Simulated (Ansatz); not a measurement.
# Electron scattering at the Σ11 (113) boundary in fcc Ag with Al (substitutional), part 2 of 2

How much does the Σ11 (113) boundary in fcc Ag with Al (substitutional) reflect electrons?

Ansatz 0.2.0; Ansatz plane-wave DFT, PBE, PAW files; relaxation of a bicrystal slab with its lowest layers held; PAW set soft_1 (the session's first sound run).

So far. Step 2 (Relaxing the bicrystal): The largest force component on a free atom ends at 0.027 eV/Å, under the tolerance of 0.03, after 6 steps.

**3. Transmission across the boundary**

Bulk layers of each grain are laid under and over the relaxed boundary, and a lead is named in the middle of each, away from the free faces. The mesh across the current, 22×22, is finer than the density's, because channels open and close sharply across the zone. Energies from -0.1 to 0.1 eV in steps of 0.05 eV are too few for the program's thermal sum, so it prints no conductance; for a metal the transmission near the Fermi level serves, at a fraction of the cost.

This step: Ansatz plane-wave DFT, PBE, PAW files; ballistic transport by layer matching (Landauer), zero bias; boundary relaxed in a short slab, bulk layers laid on; PAW set soft_1 (Ansatz 0.2.0).

System of this step: Σ11 (113) boundary in fcc Ag with Al (substitutional). The cell holds 34 atoms: 33 Ag and 1 Al. Its edges and angles: a = 2.889 Å, b = 5.005 Å, c = 49.079 Å, α = 90.0°, β = 90.0°, γ = 73.2°. It derives from Ag. Regions: lower grain, 14 atoms (14 Ag); boundary, 9 atoms (8 Ag and 1 Al); upper grain, 11 atoms (11 Ag). Vacuum lies along c.

Contents of input.yaml:

```yaml
crystal:
  lattice:
    - [2.8893797293, 0.0, 0.0]
    - [1.4446898646, 4.7914942194, 0.0]
    - [0.0, 0.0, 49.0789071196]
  atoms:
    - { symbol: Ag, position: [4.909090909, -9.8181818182, 0.0815014073] }
    - { symbol: Ag, position: [4.6363636362, -9.2727272727, 0.1066045673] }
    - { symbol: Ag, position: [4.3636363635, -8.7272727273, 0.1317077272] }
    - { symbol: Ag, position: [4.0909090908, -8.1818181818, 0.1568108872] }
    - { symbol: Ag, position: [3.8181818181, -7.6363636364, 0.1819140472] }
    - { symbol: Ag, position: [3.5454545454, -7.0909090909, 0.2070172071] }
    - { symbol: Ag, position: [3.2727272727, -6.5454545455, 0.2321203671] }
    - { symbol: Ag, position: [2.9999999999, -6.0, 0.2572235271] }
    - { symbol: Ag, position: [2.7272727272, -5.4545454545, 0.282326687] }
    - { symbol: Ag, position: [2.4545454545, -4.9090909091, 0.307429847] }
    - { symbol: Ag, position: [2.1818181818, -4.3636363636, 0.3325330069] }
    - { symbol: Ag, position: [1.9090909091, -3.8181818182, 0.3576361669] }
    - { symbol: Ag, position: [1.6363636363, -3.2727272727, 0.3827393269] }
    - { symbol: Ag, position: [1.3636363636, -2.7272727273, 0.4078424868] }
    - { symbol: Ag, position: [0.0909090909, 0.8181818182, 0.4329456468] }
    - { symbol: Ag, position: [0.8228944296, 0.3542111409, 0.4592612558] }
    - { symbol: Ag, position: [0.5541788171, 0.8916423657, 0.4866747933] }
    - { symbol: Ag, position: [0.2862890194, 0.4274219611, 0.5104306386] }
    - { symbol: Al, position: [0.0128708083, -0.0257416166, 0.5377100745] }
    - { symbol: Ag, position: [0.2850652616, 0.4298694767, 0.5658374061] }
    - { symbol: Ag, position: [0.5535883579, 0.8928232842, 0.5889050607] }
    - { symbol: Ag, position: [0.823843687, 0.352312626, 0.617013453] }
    - { symbol: Ag, position: [0.0929549421, 0.8140901158, 0.6423638331] }
    - { symbol: Ag, position: [1.3656822148, -2.7313644296, 0.6674669931] }
    - { symbol: Ag, position: [1.6384094875, -3.2768189751, 0.692570153] }
    - { symbol: Ag, position: [1.9111367602, -3.8222735205, 0.717673313] }
    - { symbol: Ag, position: [2.183864033, -4.367728066, 0.7427764729] }
    - { symbol: Ag, position: [2.4565913057, -4.9131826115, 0.7678796329] }
    - { symbol: Ag, position: [2.7293185784, -5.4586371569, 0.7929827929] }
    - { symbol: Ag, position: [3.0020458511, -6.0040917024, 0.8180859528] }
    - { symbol: Ag, position: [3.2747731238, -6.5495462478, 0.8431891128] }
    - { symbol: Ag, position: [3.5475003966, -7.0950007933, 0.8682922728] }
    - { symbol: Ag, position: [3.8202276693, -7.6404553387, 0.8933954327] }
    - { symbol: Ag, position: [4.092954942, -8.1859098842, 0.9184985927] }
kpoints:
  mp_grid: { grid: [9, 9, 1] }
hamiltonian:
  xc: pbe
  pseudopotentials: { kind: paw, azcp: { folder: soft_1 } }
scf:
  occupations: { method: fermi_dirac, width: 0.1 }
output:
  transmission:
    leads: [[8, 9], [27, 28]]
    kmesh: [22, 22]
    e_range: [-0.1, 0.1]
    de: 0.05
  write_potential: true
  write_density: true
  volumetric_format: npy
  elf: true
```

Launch:

```console
> ansatz run input.yaml --threads 4 --pin off --max-ram 15360MiB --backend cpu --events-out ev --progress --plain --runs-dir out
```

Numbers of over 12 decimals in the logs are rounded to 6 here.

Log:

```text
[...]
Crystal: 34 atoms, lattice volume = 679.470 Å³
Basis set: ecut = 420 eV, 13301 PW (Γ)
Bands: 378, of which v1, the nominal top of the filled ones, is band 315 counted from 1 (314 counted from 0)
Symmetry: 2 space group operations
[...]
k-points: 25 of 81 (time reversal used)
[...]
SCF iter   1: F=—  HF=-251034.418106 eV  |F-HF|=—  |Δ(HF+E_count)|=         —  Δρ=6.41e-2  dr2=3.64e1  ethr=3.10e-3  ⟨swp⟩=5.0  Hψ=28579  notcnv=0  defer=797
[...]
SCF iter  10: F=-251026.181275 eV  HF=-251026.181275 eV  |F-HF|=1.83e-9  |Δ(HF+E_count)|=   4.28e-8  Δρ=2.10e-6  dr2=2.72e-8  ethr=1.59e-11  ⟨swp⟩=10.7  Hψ=36513  notcnv=0
SCF 1 converged in 10 iterations: F = -251026.181275 eV  dr2 = 2.72e-8
[...]
transmission: 512 of 5054 steps passed
transmission: 1012 of 5054 steps passed
[...]
transmission: 5054 of 5054 steps passed
WARN: The output density's exchange-correlation potential varies sharply where the density is thin. Do not read a vacuum level from v_tot or v_xc, or from such a field of the output density. On a cell that repeats whose density bears no net charge and no dipole along the vacuum's axis use v_es (v_loc + v_h of the components); under efield.dipole_correction with no amplitude use v_es + v_field, which holds any externa [...]
SCF converged after 10 iterations
Free energy (F): -251026.181275 eV
[...]
Internal energy: -251025.885632 eV  (E = F + TS)
E sigma→0 (E₀):  -251026.033453 eV
Entropy (-TS):   -0.295643 eV (-8.695 meV/atom)
Fermi energy:    13.907809 eV
[...]
--- Band table (eV; the first three rows and the last of 25) ---
  k-point 0: bands = [... 311 lower, 12.5790, 13.0090, 13.1743, 13.6690, 13.7695, 13.8214, 14.2215, 14.4173, ... 59 higher]
  k-point 1: bands = [... 311 lower, 12.3862, 12.5788, 13.0326, 13.1050, 13.2011, 13.5264, 13.7747, 13.8217, ... 59 higher]
  k-point 2: bands = [... 311 lower, 11.9081, 11.9843, 12.0737, 12.4306, 12.5745, 12.7111, 13.0574, 13.1532, ... 59 higher]
  k-point 24: bands = [... 311 lower, 14.3580, 14.4810, 14.4940, 14.4985, 14.5318, 14.5850, 14.6735, 14.7322, ... 59 higher]
--- Transmission ---
  basis      : 121 plane waves across, 38 finite elements along
  points     : 133, standing for a mesh of 22 x 22
  energies   : 5 from -0.100000 to 0.100000 eV about the Fermi level, 0.050000 eV apart; the leads are filled to 0.000000 eV, and channels, transmission and decay are at 0.000000 eV
  crystal 0  : Ag2, at the sites [8, 9], period 2.4641 Å, over 18.48 Å; its Hamiltonian steps by up to 6.5 meV
    offset         : up to 0.0000 Å between an atom of the period and one for which it stands
    channels       : 1.568182e0 a spin
    conductance    : none, the energies end too early or step too widely for 300 K: set another output.transmission.e_range or a lower de, or, where they end at an eighth of basis.ecutwfc, a higher one
[...]
channels       : 1.568182e0 a spin
[...]
junction   : crystal 0 to crystal 1, 13.24 to 37.07 Å
    transmission   : 1.282228e0 a spin
[...]
```

Run time: 13 min. Hardware: 4 threads of Arm Neoverse V1, shared host; peak memory 8.9 GiB; 51 min of CPU time.

The column dr2 measures how far the density is from self-consistency, as an energy; F and HF (Harris–Foulkes) agree once it is small.

Numbers from this step:

| Property | Result |
| --- | --- |
| free energy | -251026.1813 eV |
| energy at zero smearing | -251026.0335 eV |
| Fermi energy | 13.91 eV |
| cell area | 13.84 Å² |
| transmission per spin nearest the Fermi level | 1.282 |
| open channels per spin nearest the Fermi level | 1.568 |
| open channels per spin, upper lead | 1.568 |
| step of the lead's potential | 6.5 meV |
| step of the upper lead's potential | 2.7 meV |

Per spin. Transmission, zone mean against energy, zero at the Fermi level:

```
energy (eV)  transmission, zone mean
    -0.1000                     1.29
    -0.0500                     1.29
     0.0000                     1.28
     0.0500                     1.28
     0.1000                     1.28
```

Per spin. The open channels, zone mean, lead = upper lead by energy, zero at the Fermi level:

```
energy (eV)  open channels, zone mean, lead = upper lead
    -0.1000                                         1.54
    -0.0500                                         1.55
     0.0000                                         1.57
     0.0500                                         1.59
     0.1000                                         1.58
```

Transmission over k1 and k2. At 0.0000 eV from the Fermi level.

Ten even steps from '0' (0.00) to '9' (1.94):
```
3539999874000689998534
4369999875005789995504
5479999886557899965304
5589999887778999750434
5689999988888998554434
5579999999899985545444
5469999999999965445444
5336899999999753445434
4505567889998554445434
3535555567887553444404
3403055555787555550304
3404444355788765555535
4434544455899988765505
5434544357999999998633
5444544569999999999964
5444545589998999999975
5434455899888889999986
5434057999877788999985
5403569998755688999974
4405599987500578999963
3435899986000478999935
3506999885000588999605
```
Columns: k1 (b1) from -0.5 to 0.455; rows upwards: k2 (b2) from -0.5 to 0.455.

Open channels over k1 and k2. At 0.0000 eV from the Fermi level.

Values, 12 rows by 16 columns, each cell a mean:
```
1.33 1.25 1.90 2.00 2.00 2.00 2.00 1.27 1.12 1.75 2.00 2.00 2.00 1.49 1.00 1.00
1.17 1.71 2.00 2.00 2.00 2.00 2.00 1.93 1.93 2.00 2.00 2.00 1.77 1.06 1.00 1.00
1.27 2.00 2.00 2.00 2.00 2.00 2.00 2.00 2.00 2.00 1.98 1.53 1.07 1.00 1.00 1.00
1.07 1.57 1.97 2.00 2.00 2.00 2.00 2.00 2.00 2.00 1.78 1.00 1.00 1.00 1.00 1.00
1.40 1.00 1.30 1.56 1.91 1.93 2.00 2.00 2.00 1.95 1.17 1.00 1.00 1.00 1.00 1.00
1.00 1.00 1.00 1.00 1.00 1.08 1.70 2.00 2.00 1.75 1.10 1.00 1.00 1.00 1.00 1.00
1.33 1.00 1.00 1.00 1.00 1.00 1.21 1.85 2.00 2.00 1.95 1.45 1.45 1.04 1.00 1.00
1.07 1.00 1.00 1.00 1.00 1.07 1.65 2.00 2.00 2.00 2.00 2.00 2.00 1.92 1.66 1.10
1.00 1.00 1.00 1.00 1.00 1.38 2.00 2.00 2.00 2.00 2.00 2.00 2.00 2.00 2.00 1.87
1.00 1.00 1.00 1.07 1.53 1.98 2.00 2.00 2.00 2.00 2.00 2.00 2.00 2.00 2.00 1.87
1.40 1.00 1.01 1.42 2.00 2.00 2.00 1.93 1.36 1.71 2.00 2.00 2.00 2.00 1.96 1.25
1.00 1.00 1.49 2.00 2.00 2.00 2.00 1.27 1.00 1.55 2.00 2.00 2.00 2.00 1.55 1.00
```
Columns: k1 (b1) from -0.5 to 0.455; rows upwards: k2 (b2) from -0.5 to 0.455.

Valence density in the ca plane at fractional y = 0.000, with atoms of Ag and Al within 0.2 Å of it. It is the smooth field of the valence electrons, not physical close to the nuclei.

Ten steps, logarithmic in the rise over the least value, from '0' (0.1 e/Å³) to '9' (6.9 e/Å³), each cell a mean:
```
54311112355431122222121001221222211235543111
43221112234321234543222212222355421123332211
22222222222111257875222222223688642112222222
12222222211111368996322222224799852111122222
22222222221111258985322222223699742111222222
32221122233211246764222222223467531122322211
54211112344421123332222111222233321234442111
64311012356532112221121000221122111235543110
```
Columns run along c (16.0 Å, from fractional 0.36 to 0.69 of the cell), rows up along a (2.9 Å). Atoms in or near the plane, at fractional coordinates: Al at (0.54, 0.01).

Electrostatic potential energy in the ca plane at fractional y = 0.000, with atoms of Ag and Al within 0.2 Å of it. With pseudopotentials it is smooth inside the atoms' cores, unlike the true potential.

Ten even steps from '0' (-14 eV) to '9' (17 eV), each cell a mean:
```
36899999754689999899974785489988999985468999
78999999877899986468985344688754689998789999
99999999999999851015898667898300279999999999
99999999999999830003899888997100059999999999
99999999999999840004898878997200169999999999
88999999988899973237886445788522489998889999
57899999865789998789974564589877899986578999
35899999743589999999964896479999999974358999
```
Columns run along c (16.0 Å, from fractional 0.36 to 0.69 of the cell; values clipped at the 3rd and 97th percentile), rows up along a (2.9 Å). Atoms in or near the plane, at fractional coordinates: Al at (0.54, 0.01).

ELF in the ca plane at fractional y = 0.000, with atoms of Ag and Al within 0.2 Å of it. It is the smooth field of the valence electrons, not physical close to the nuclei.

Values, 5 rows by 16 columns, each cell a mean:
```
0.23 0.16 0.17 0.25 0.20 0.18 0.20 0.37 0.25 0.38 0.27 0.20 0.18 0.22 0.21 0.16
0.17 0.17 0.17 0.17 0.16 0.23 0.39 0.29 0.61 0.54 0.27 0.39 0.18 0.17 0.17 0.17
0.18 0.17 0.17 0.17 0.16 0.27 0.47 0.27 0.60 0.50 0.30 0.47 0.20 0.16 0.18 0.17
0.18 0.17 0.17 0.18 0.17 0.21 0.32 0.32 0.52 0.52 0.26 0.32 0.18 0.18 0.17 0.17
0.26 0.16 0.17 0.28 0.21 0.19 0.18 0.39 0.24 0.33 0.28 0.18 0.19 0.25 0.22 0.16
```
Columns run along c (16.0 Å, from fractional 0.36 to 0.69 of the cell), rows up along a (2.9 Å). Atoms in or near the plane, at fractional coordinates: Al at (0.54, 0.01).

Over the solved energies the transmission per spin lies between 1.28 and 1.29, out of 1.57 channels of the lead on average (up to 1.59).

**4. Specific resistance**

This step: Ansatz plane-wave DFT, PBE, PAW files; ballistic transport by layer matching (Landauer), zero bias; specific resistance of the boundary; PAW set soft_1 (Ansatz 0.2.0).

This step gave:

* area resistance: 0.2512 fΩ m²
* T over the leads' mean channel count: 0.8195

Averaged over the energies near the Fermi level, 82.0 % of the channels pass, which makes 0.251 fΩ m².

By hand, with T and the leads' channels N averaged over the energies near the Fermi level: RA = A (h/2e²)(1/T − ½[1/N₁ + 1/N₂]) = 13.84×10⁻²⁰ m² × 12 906 Ω × (1/1.284 − ½[1/1.567 + 1/1.567]) = 0.251 fΩ m².

**5. Outcome**

| Property | Result |
| --- | --- |
| specific resistance of the boundary | 0.251 fΩ m² |
| share of channels that pass | 0.820 |

**Reading.** The boundary has a specific resistance of 0.25 fΩ m². The boundary reflects 18 % of the channels; 0.25 fΩ m² is 2.5×10⁻¹² Ω·cm². That equals the resistance of 15 nm of bulk Ag at 300 K (measured 1.629 µΩ cm, CRC Handbook of Chemistry and Physics, 84th ed., 2003, Electrical Resistivity of Pure Metals). One Al in 13.8 Å² of boundary is a high coverage. Each plane of this narrow cell holds one atom, so the solute fills a whole plane. One starting structure was relaxed; another shift or atom count at the boundary may lie lower.

[Logs are printed without paths, hosts, clocks, repeated set-up lines and the standing remarks that a program may print on its own settings, such as how far it seeks lower states.]

[Hosts, paths, dates, database ids (printed as entryN), source tags and the programs' standing remarks are cut or masked in the printed files.]
